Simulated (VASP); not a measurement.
# MnSb (P4/mmm) in VASP: equation of state

How stiff is MnSb in PBE, and what volume does it want? The cell is scaled to several volumes.

Program: VASP 6.6.1. These are calculated values, not measurements. Logs are shortened: lines on timing, memory, paths and dates and some standing lists are left out, and cuts for length are marked.

### 1 The structure

Symmetry: P4/mmm, No. 123, tetragonal system. Conventional cell: a = 3.900 Å, b = 3.900 Å, c = 3.062 Å, α = 90.00°, β = 90.00°, γ = 90.00°. Mn (site symmetry 4/mmm) has 4 Sb at 2.76 Å and 2 Mn at 3.06 Å as nearest neighbours. Sb (site symmetry 4/mmm) has 4 Mn at 2.76 Å and 2 Sb at 3.06 Å as nearest neighbours.

The cell was built by a generator and needn't be a form met in nature.

### 2 Equation of state, PBE, collinear spin, ferromagnetic start, 21.89 Å³/atom (volume scaled by 0.94)

INCAR reads:

```
PREC = Accurate
ENCUT = 520
EDIFF = 1E-7
ISMEAR = -1
SIGMA = 0.05
LREAL = False
LASPH = True
NELM = 120
ALGO = Normal
ISIF = 2
LWAVE = False
LCHARG = False
ISPIN = 2
MAGMOM = 4 0
LORBIT = 11
LMAXMIX = 4
GGA = PE
NBANDS = 20
```

KPOINTS reads:

```
regular mesh
0
Gamma
  7 7 9
```

POSCAR reads:

```
MnSb
1.0
    3.8202388861      0.0000000000      0.0000000000
    0.0000000000      3.8202388861      0.0000000000
    0.0000000000      0.0000000000      2.9992477684
Mn Sb
1 1
Direct
    0.0000000000      0.0000000000      0.5000000000
    0.5000000000      0.5000000000      0.5000000000
```

Potentials or basis: VASP PAW PBE potentials, release 64 (Mn_pv, Sb).

The run is started by

```console
$ cat potpaw_PBE.64/Mn_pv/POTCAR potpaw_PBE.64/Sb/POTCAR > POTCAR
$ mpirun -np 1 vasp_std > vasp.out
```

OUTCAR:

```text
PREC = Accurate
   ENCUT = 520
   EDIFF = 1E-7
   ISMEAR = -1
   LREAL = False
   LASPH = True
   NELM = 120
   ISIF = 2
   ISPIN = 2
   LORBIT = 11
   GGA = PE

 Found     50 irreducible k-points:

 Following reciprocal coordinates:
            Coordinates               Weight
  0.000000  0.000000  0.000000      1.000000
  0.142857  0.000000  0.000000      4.000000
  0.285714  0.000000  0.000000      4.000000
  0.428571  0.000000  0.000000      4.000000
  0.142857  0.142857  0.000000      4.000000
  0.285714  0.142857  0.000000      8.000000
   k-points           NKPTS =     50   k-points in BZ     NKDIM =     50   number of bands    NBANDS=     20
   number of dos      NEDOS =    301   number of ions     NIONS =      2
   total plane-waves  NPLWV =  18816
   dimension x,y,z NGX =    28 NGY =   28 NGZ =   24
   dimension x,y,z NGXF=    56 NGYF=   56 NGZF=   48
   ions per type =               1   1
   NGX,Y,Z   is equivalent  to a cutoff of  12.18, 12.18, 13.30 a.u.
   NGXF,Y,Z  is equivalent  to a cutoff of  24.37, 24.37, 26.61 a.u.
 SYSTEM =  unknown system
   PREC   = accura    normal or accurate (medium, high low for compatibility)
   ISTART =      0    job   : 0-new  1-cont  2-samecut
   ICHARG =      2    charge: 1-file 2-atom 10-const
   ISPIN  =      2    spin polarized calculation?
   LNONCOLLINEAR =      F non collinear calculations
   LSORBIT =      F    spin-orbit coupling
   LASPH  =      T    aspherical Exc in radial PAW
   ENCUT  =  520.0 eV  38.22 Ry    6.18 a.u.   7.10  7.10  5.58*2*pi/ulx,y,z
   NELM   =    120;   NELMIN=  2; NELMDL= -5     # of ELM steps
   EDIFF  = 0.1E-06   stopping-criterion for ELM
   LREAL  =      F    real-space projection
   EDIFFG = 0.1E-05   stopping-criterion for IOM
   NSW    =      0    number of steps for IOM
   IBRION =     -1    ionic relax: 0-MD 1-quasi-New 2-CG
   NFREE  =      0    steps in history (QN), initial steepest desc. (CG)
   ISIF   =      2    stress and relaxation
   ISYM   =      2    0-nonsym 1-usesym 2-fastsym
   POTIM  = 0.5000    time-step for ionic-motion
   TEBEG  =    0.0;   TEEND  =   0.0 temperature during run
   PSTRESS=    0.0 pullay stress
   NELECT =      18.0000    total number of electrons
   NUPDOWN=      -1.0000    fix difference up-down
   EMIN   =  10.00;   EMAX   =-10.00  energy-range for DOS
   EFERMI =   0.00;   METHOD = LEGACY
   ISMEAR =    -1;   SIGMA  =   0.05  broadening in eV -4-tet -1-fermi 0-gaus
   EFERMI_NEDOS =   21; number of points for ismear=-14 and -15
   IALGO  =     38    algorithm
   IMIX   =      4    mixing-type and parameters
     AMIX     =   0.40;   BMIX     =  1.00
     AMIX_MAG =   1.60;   BMIX_MAG =  1.00
  volume/ion in A,a.u.               =      21.89       147.69
  Fermi-wavevector in a.u.,A,eV,Ry     =   1.217403  2.300559 20.164803  1.482071
  Thomas-Fermi vector in A             =   2.352725
   LORBIT       =     11    0 simple, 1 ext, 2 COOP (PROOUT), +10 PAW based schemes
   GGA     = PE    functional components
   LHFCALC =     F    Hartree Fock is set to
   AEXX    =    0.0000 exact exchange contribution
   IVDW    =     0    specifies the selected vdW correction
   LEPSILON=     F    determine dielectric tensor
   LRPA    =     F    only Hartree local field effects (RPA)
 spin polarized calculation
  energy-cutoff  :      520.00
  volume of cell :       43.77
 maximum number of plane-waves:      1198
   NGX = 15   NGY = 15   NGZ = 11

 number of electron      18.0000003 magnetization       3.7213667

 Free energy of the ion-electron system (eV)
  ---------------------------------------------------
  ext. energy  EPLUGINS =         0.00000000
  ---------------------------------------------------
  free energy    TOTEN  =       -12.27107952 eV

  energy without entropy =      -12.26238202  energy(sigma->0) =      -12.26673077

 E-fermi :   7.6653     XC(G=0): -10.5368

 val. band max:        7.6536713174   @ k =   0.4286   0.0000   0.2222
 cond. band min:       7.6732208658   @ k =   0.1429   0.0000   0.0000
[... 61 lines left out ...]
     18      20.5541      0.00000
     19      21.5635      0.00000
     20      23.9317      0.00000

 k-point     4 :       0.4286    0.0000    0.0000
  band No.  band energies     occupation
      1     -38.5378      1.00000
      2     -38.5327      1.00000
      3     -38.3050      1.00000
      4      -3.2328      1.00000
      5       1.7217      1.00000
      6       5.3498      1.00000
      7       7.0536      1.00000
      8       8.6367      0.00000
      9       8.9449      0.00000
     10       9.3843      0.00000
     11      11.0756      0.00000
     12      11.7743      0.00000
     13      13.4865      0.00000
     14      13.9361      0.00000
     15      15.4835      0.00000
     16      17.3621      0.00000
     17      19.3607      0.00000
     18      19.9040      0.00000
     19      20.9031      0.00000
     20      23.4534      0.00000

 k-point     5 :       0.1429    0.1429    0.0000
  band No.  band energies     occupation
      1     -38.5349      1.00000
      2     -38.5345      1.00000
      3     -38.3051      1.00000
      4      -3.9534      1.00000
      5       4.6670      1.00000
      6       5.0567      1.00000
      7       6.9748      1.00000
      8       8.2722      0.00001
      9       8.3427      0.00000
     10       9.2355      0.00000
     11       9.3482      0.00000
     12      12.3919      0.00000
     13      12.8676      0.00000
     14      14.7339      0.00000
     15      15.2243      0.00000
     16      17.3436      0.00000
     17      19.5616      0.00000
     18      21.8919      0.00000
     19      22.0331      0.00000
     20      22.5117      0.00000

 k-point     6 :       0.2857    0.1429    0.0000
  band No.  band energies     occupation
      1     -38.5364      1.00000
      2     -38.5341      1.00000
      3     -38.3050      1.00000
      4      -3.5474      1.00000
      5       3.0743      1.00000
      6       4.9116      1.00000
      7       6.9930      1.00000
      8       8.3792      0.00000
      9       9.0998      0.00000
     10       9.1468      0.00000
     11       9.3430      0.00000
     12      13.0852      0.00000
     13      13.4238      0.00000
     14      13.7534      0.00000
     15      16.2832      0.00000
     16      17.4950      0.00000
     17      19.0522      0.00000
     18      20.6578      0.00000
     19      21.4648      0.00000
     20      23.0526      0.00000

 [... further k-points ...]

------------------------ aborting loop because EDIFF is reached ----------------------------------------

  FORCE on cell =-STRESS in cart. coord.  units (eV):
  Direction    XX          YY          ZZ          XY          YZ          ZX
  --------------------------------------------------------------------------------------
  -------------------------------------------------------------------------------------
  Total        0.9794190      0.9794190      0.6072356      0.0000000     -0.0000000      0.0000000
  in kB       35.8497174     35.8497174     22.2266721      0.0000000     -0.0000000      0.0000000
  external PRESSURE =      31.3087023 kB  Pullay stress =       0.0000000 kB

 VOLUME and BASIS-vectors are now :
 -----------------------------------------------------------------------------
  energy-cutoff  :      520.00
  volume of cell :       43.77
      direct lattice vectors                 reciprocal lattice vectors
     3.820238886  0.000000000  0.000000000     0.261763735  0.000000000  0.000000000
     0.000000000  3.820238886  0.000000000     0.000000000  0.261763735  0.000000000
     0.000000000  0.000000000  2.999247768     0.000000000  0.000000000  0.333416936

 POSITION                                       TOTAL-FORCE (eV/Angst)
 -----------------------------------------------------------------------------------
      0.00000      0.00000      1.49962         0.000000      0.000000      0.000000
      1.91012      1.91012      1.49962         0.000000      0.000000      0.000000
 -----------------------------------------------------------------------------------
    total drift:                               -0.000000     -0.000000      0.000000

  FREE ENERGIE OF THE ION-ELECTRON SYSTEM (eV)
  ---------------------------------------------------
  free  energy   TOTEN  =       -12.2710795169 eV

  energy  without entropy=      -12.2623820231  energy(sigma->0) =      -12.26673077

 total charge

# of ion       s       p       d       tot
------------------------------------------
    1        0.296   6.170   5.046  11.513
    2        1.164   1.282   0.046   2.492
--------------------------------------------------
tot          1.460   7.452   5.092  14.005

 magnetization (x)

# of ion       s       p       d       tot
------------------------------------------
    1        0.051   0.029   3.486   3.566
    2       -0.001  -0.074   0.009  -0.066
--------------------------------------------------
tot          0.051  -0.045   3.495   3.500
```

Wall time 46 s (1 thread of AMD EPYC 9R45 (Zen 5), shared host); peak memory 0.18 GiB.

Results:

```
Free energy                                           : -12.2711 eV
Pressure                                              : 3.1 GPa
Band gap on the k mesh                                : none (metal or under the smearing width)
Net moment                                            : 3.72 μB per cell
Site moments                                          : Mn +3.57; Sb -0.07 μB
Valence electrons inside the program's atomic spheres : Mn 11.51; Sb 2.49
```

Caveat: a cell with one magnetic atom can't hold antiferromagnetic order, which such compounds often take.

### 3 Equation of state, PBE, collinear spin, ferromagnetic start, 22.35 Å³/atom (volume scaled by 0.96)

INCAR reads:

```
SYSTEM = MnSb
ALGO = Normal
EDIFF = 1E-7
ENCUT = 520
GGA = PE
ISIF = 2
ISMEAR = -1
ISPIN = 2
LASPH = .True.
LCHARG = .False.
LMAXMIX = 4
LORBIT = 11
LREAL = .False.
LWAVE = .False.
MAGMOM = 4 0
NBANDS = 20
NELM = 120
PREC = Accurate
SIGMA = 0.05
```

KPOINTS reads:

```
k-points
0
Gamma
  7 7 9
  0 0 0
```

POSCAR reads:

```
MnSb
1.0
    3.8471428632      0.0000000000      0.0000000000
    0.0000000000      3.8471428632      0.0000000000
    0.0000000000      0.0000000000      3.0203699274
Mn Sb
1 1
Direct
    0.0000000000      0.0000000000      0.5000000000
    0.5000000000      0.5000000000      0.5000000000
```

Potentials or basis: VASP PAW PBE potentials, release 64 (Mn_pv, Sb).

The run is started by

```console
$ cat potpaw_PBE.64/Mn_pv/POTCAR potpaw_PBE.64/Sb/POTCAR > POTCAR
$ mpirun -np 1 vasp_std > vasp.out
```

It took 50 s on 1 thread of AMD EPYC 9R45 (Zen 5), shared host; peak memory 0.19 GiB.

Results (log left out):

```yaml
Free_energy: -12.2852 eV
Pressure: 1.7 GPa
Band_gap_on_the_k_mesh: none (metal or under the smearing width)
Net_moment: 3.74 μB per cell
Site_moments: Mn +3.60; Sb -0.07 μB
Valence_electrons_inside_the_program's_atomic_spheres: Mn 11.49; Sb 2.48
```

Caveat: a cell with one magnetic atom can't hold antiferromagnetic order, which such compounds often take.

### 4 Equation of state, PBE, collinear spin, ferromagnetic start, 22.82 Å³/atom (volume scaled by 0.98)

INCAR reads:

```
PREC = Accurate ; ENCUT = 520
EDIFF = 1E-7 ; ISMEAR = -1
SIGMA = 0.05 ; LREAL = False
LASPH = True ; NELM = 150
ALGO = Normal ; ISIF = 2
LWAVE = False ; LCHARG = False
ISPIN = 2 ; MAGMOM = 4 0
LORBIT = 11 ; LMAXMIX = 4
GGA = PE ; NBANDS = 20
```

KPOINTS reads:

```
Automatic mesh
0
Gamma
  7 7 9
```

POSCAR reads:

```
MnSb
1.0
    3.8736757214      0.0000000000      0.0000000000
    0.0000000000      3.8736757214      0.0000000000
    0.0000000000      0.0000000000      3.0412007231
Mn Sb
1 1
Direct
    0.0000000000      0.0000000000      0.5000000000
    0.5000000000      0.5000000000      0.5000000000
```

The run is started by

```console
$ cat potpaw_PBE.64/Mn_pv/POTCAR potpaw_PBE.64/Sb/POTCAR > POTCAR
$ mpirun -np 1 vasp_std > vasp.out
```

It took 49 s on 1 thread of AMD EPYC 9R45 (Zen 5), shared host; peak memory 0.19 GiB.

The run converged. Its results:

```yaml
Free_energy: -12.2915 eV
Pressure: 0.5 GPa
Band_gap_on_the_k_mesh: none (metal or under the smearing width)
Net_moment: 3.77 μB per cell
Site_moments: Mn +3.63; Sb -0.08 μB
Valence_electrons_inside_the_program's_atomic_spheres: Mn 11.47; Sb 2.47
```

Caveat: a cell with one magnetic atom can't hold antiferromagnetic order, which such compounds often take.

### 5 Equation of state, PBE, collinear spin, ferromagnetic start, 23.75 Å³/atom (volume scaled by 1.02)

INCAR reads:

```
SYSTEM = MnSb
ALGO     = Normal         ! electronic algorithm
EDIFF    = 1E-7           ! SCF threshold, eV
ENCUT    = 520            ! plane-wave cutoff, eV
GGA      = PE             ! functional
ISIF     = 2              ! what is computed and relaxed
ISMEAR   = -1             ! smearing method
ISPIN    = 2              ! spin polarisation
LASPH    = .True.         ! aspherical terms in the spheres
LCHARG   = .False.        ! write CHGCAR
LMAXMIX  = 4              ! l up to which the mixer works
LORBIT   = 11             ! projections on sites
LREAL    = .False.        ! projectors in reciprocal space
LWAVE    = .False.        ! write WAVECAR
MAGMOM   = 4 0            ! initial moments
NBANDS   = 20             ! bands
NELM     = 120            ! most SCF steps
PREC     = Accurate       ! precision mode
SIGMA    = 0.05           ! smearing width, eV
```

KPOINTS reads:

```
k-points
0
Gamma
  7 7 9
  0 0 0
```

POSCAR reads:

```
MnSb
1.0
    3.9256775739      0.0000000000      0.0000000000
    0.0000000000      3.9256775739      0.0000000000
    0.0000000000      0.0000000000      3.0820270810
Mn Sb
1 1
Direct
    0.0000000000      0.0000000000      0.5000000000
    0.5000000000      0.5000000000      0.5000000000
```

The run is started by

```console
$ cat potpaw_PBE.64/Mn_pv/POTCAR potpaw_PBE.64/Sb/POTCAR > POTCAR
$ mpirun -np 1 vasp_std > vasp.out
```

Run time: 54 s. Hardware: 1 thread of AMD EPYC 9R45 (Zen 5), shared host; peak memory 0.19 GiB.

The run converged. Its results:

```yaml
Free_energy: -12.2862 eV
Pressure: -1.4 GPa
Band_gap_on_the_k_mesh: none (metal or under the smearing width)
Net_moment: 3.85 μB per cell
Site_moments: Mn +3.71; Sb -0.08 μB
Valence_electrons_inside_the_program's_atomic_spheres: Mn 11.44; Sb 2.45
```

Caveat: a cell with one magnetic atom can't hold antiferromagnetic order, which such compounds often take.

### 6 Equation of state, PBE, collinear spin, ferromagnetic start, 24.21 Å³/atom (volume scaled by 1.04)

INCAR reads:

```
  ALGO = Normal
  EDIFF = 1E-7
  ENCUT = 520
  GGA = PE
  ISIF = 2
  ISMEAR = -1
  ISPIN = 2
  LASPH = T
  LCHARG = F
  LMAXMIX = 4
  LORBIT = 11
  LREAL = F
  LWAVE = F
  MAGMOM = 4 0
  NBANDS = 20
  NELM = 150
  PREC = Accurate
  SIGMA = 0.05
```

KPOINTS reads:

```
k-points
0
Gamma
  7 7 9
```

POSCAR reads:

```
MnSb
1.0
    3.9511697010      0.0000000000      0.0000000000
    0.0000000000      3.9511697010      0.0000000000
    0.0000000000      0.0000000000      3.1020408046
Mn Sb
1 1
Direct
    0.0000000000      0.0000000000      0.5000000000
    0.5000000000      0.5000000000      0.5000000000
```

Potentials or basis: VASP PAW PBE potentials, release 64 (Mn_pv, Sb).

The run is started by

```console
$ cat potpaw_PBE.64/Mn_pv/POTCAR potpaw_PBE.64/Sb/POTCAR > POTCAR
$ mpirun -np 1 vasp_std > vasp.out
```

Wall time 50 s (1 thread of AMD EPYC 9R45 (Zen 5), shared host); peak memory 0.19 GiB.

The run converged. Its results:

| Item | Value |
| --- | --- |
| Free energy | -12.2759 eV |
| Pressure | -2.2 GPa |
| Band gap on the k mesh | none (metal or under the smearing width) |
| Net moment | 3.88 μB per cell |
| Site moments | Mn +3.75; Sb -0.09 μB |
| Valence electrons inside the program's atomic spheres | Mn 11.43; Sb 2.44 |

Caveat: a cell with one magnetic atom can't hold antiferromagnetic order, which such compounds often take.

### 7 Equation of state, PBE, collinear spin, ferromagnetic start, 24.68 Å³/atom (volume scaled by 1.06)

INCAR reads:

```
SYSTEM = MnSb
PREC     = Accurate       ! precision mode
ENCUT    = 520            ! plane-wave cutoff, eV
EDIFF    = 1E-7           ! SCF threshold, eV
ISMEAR   = -1             ! smearing method
SIGMA    = 0.05           ! smearing width, eV
LREAL    = .False.        ! projectors in reciprocal space
LASPH    = .True.         ! aspherical terms in the spheres
NELM     = 120            ! most SCF steps
ALGO     = Normal         ! electronic algorithm
ISIF     = 2              ! what is computed and relaxed
LWAVE    = .False.        ! write WAVECAR
LCHARG   = .False.        ! write CHGCAR
ISPIN    = 2              ! spin polarisation
MAGMOM   = 4 0            ! initial moments
LORBIT   = 11             ! projections on sites
LMAXMIX  = 4              ! l up to which the mixer works
GGA      = PE             ! functional
NBANDS   = 20             ! bands
```

KPOINTS reads:

```
regular mesh
0
Gamma
  7 7 9
  0 0 0
```

POSCAR reads:

```
MnSb
1.0
    3.9763370655      0.0000000000      0.0000000000
    0.0000000000      3.9763370655      0.0000000000
    0.0000000000      0.0000000000      3.1217995591
Mn Sb
1 1
Direct
    0.0000000000      0.0000000000      0.5000000000
    0.5000000000      0.5000000000      0.5000000000
```

The run is started by

```console
$ cat potpaw_PBE.64/Mn_pv/POTCAR potpaw_PBE.64/Sb/POTCAR > POTCAR
$ mpirun -np 1 vasp_std > vasp.out
```

Wall time 51 s (1 thread of AMD EPYC 9R45 (Zen 5), shared host); peak memory 0.19 GiB.

Results (log left out):

```
Free energy                                           : -12.2609 eV
Pressure                                              : -3.0 GPa
Band gap on the k mesh                                : none (metal or under the smearing width)
Net moment                                            : 3.90 μB per cell
Site moments                                          : Mn +3.78; Sb -0.09 μB
Valence electrons inside the program's atomic spheres : Mn 11.41; Sb 2.43
```

Caveat: a cell with one magnetic atom can't hold antiferromagnetic order, which such compounds often take.

### 8 Equation of state, PBE, collinear spin, ferromagnetic start

Potentials or basis: VASP PAW PBE potentials, release 64 (Mn_pv, Sb).

No new run: the results of the series are fitted here.

Results:

| Quantity | Value |
| --- | --- |
| Equilibrium volume | 23.06 Å³/atom |
| Bulk modulus at fixed shape and positions | 51 GPa |
| Pressure derivative of the bulk modulus | 5.4 (rough: it moves with the points fitted) |

Energy against volume, from the lowest point:
```
volume (Å³/atom)  energy (meV/atom)
          21.886              10.24
          22.352               3.19
          22.817               0.02
          23.283               0.00
          23.748               2.65
          24.214               7.81
          24.680              15.31
```

Caveat: the cell was scaled at fixed shape and fractional positions, which overstates the stiffness of a crystal with free parameters, most of all of layers and chains.
